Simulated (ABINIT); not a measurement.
Write the native input for ABINIT 10.8.3 (patched build) that does the following.

```yaml
Task: band structure
Functional: OLYP
Potentials_or_basis: PseudoDojo NC SR PBE v0.4.1 standard
Cutoff: 1034 eV
k_mesh: 10 × 10 × 10
Occupations: fermi-dirac, width 0.05 eV
Spin: no spin polarisation
```

The system is BP.

```
P B
1.0
     0.00000    2.26900    2.26900
     2.26900    0.00000    2.26900
     2.26900    2.26900    0.00000
P B
1 1
Direct
  0.75000 0.75000 0.75000
  0.00000 0.00000 0.00000
```

The input as run:

run.abi

```
# Datasets: ground state, then fixed potential
ndtset 2

# Pseudopotentials
pp_dirpath "./"
pseudos "P.upf, B.upf"

# Structure
acell 3*1.0
rprim
     0.0000000000     4.2877885768     4.2877885768
     4.2877885768     0.0000000000     4.2877885768
     4.2877885768     4.2877885768     0.0000000000
ntypat 2
znucl 15 5
natom 2
typat 1 2
xcart
     6.4316828652     6.4316828652     6.4316828652
     0.0000000000     0.0000000000     0.0000000000

# Plane-wave basis
ecut 38.0

# Exchange and correlation
ixc -110131

# Bands and occupations
occopt 3
tsmear 0.05 eV

# SCF cycle
nstep 100

# Output
iomode 3
prtwf 0
prteig 0
prtebands 0
enunit 1
prtden1 1

# Dataset 1
kptopt1 1
ngkpt1 10 10 10
nshiftk1 1
shiftk1 0.0 0.0 0.0
nband1 8
tolvrs1 1.0e-10

# Dataset 2: bands along G-X-W-K-G-L-U-W-L-K
iscf2 -2
getden2 1
nband2 12
nbdbuf2 2
tolwfr2 1.0e-12
kptopt2 -9
ndivsm2 5
prteig2 1
kptbounds2
     0.0000000000     0.0000000000     0.0000000000
     0.5000000000     0.0000000000     0.5000000000
     0.5000000000     0.2500000000     0.7500000000
     0.3750000000     0.3750000000     0.7500000000
     0.0000000000     0.0000000000     0.0000000000
     0.5000000000     0.5000000000     0.5000000000
     0.6250000000     0.2500000000     0.6250000000
     0.5000000000     0.2500000000     0.7500000000
     0.5000000000     0.5000000000     0.5000000000
     0.3750000000     0.3750000000     0.7500000000
```

Potentials or basis: PseudoDojo NC SR PBE v0.4.1 standard.

The run is started by

```console
$ abinit run.abi > log 2>&1
```

It gave:

```json
{
 "Pressure": "-2.5 GPa",
 "Band gap on the k mesh": "1.39 eV, indirect (least direct gap 3.41 eV)",
 "Band gap along the path": "1.40 eV, indirect (least direct gap 3.41 eV)",
 "Valence electrons inside the program's atomic spheres": "P 2.94; B 2.72"
}
```

Caveat: the potentials were made for another functional, which shifts forces and pressure.

Run time: 42 s on 1 thread of Arm Neoverse V2, with other jobs on the host, peak memory 0.11 GiB.
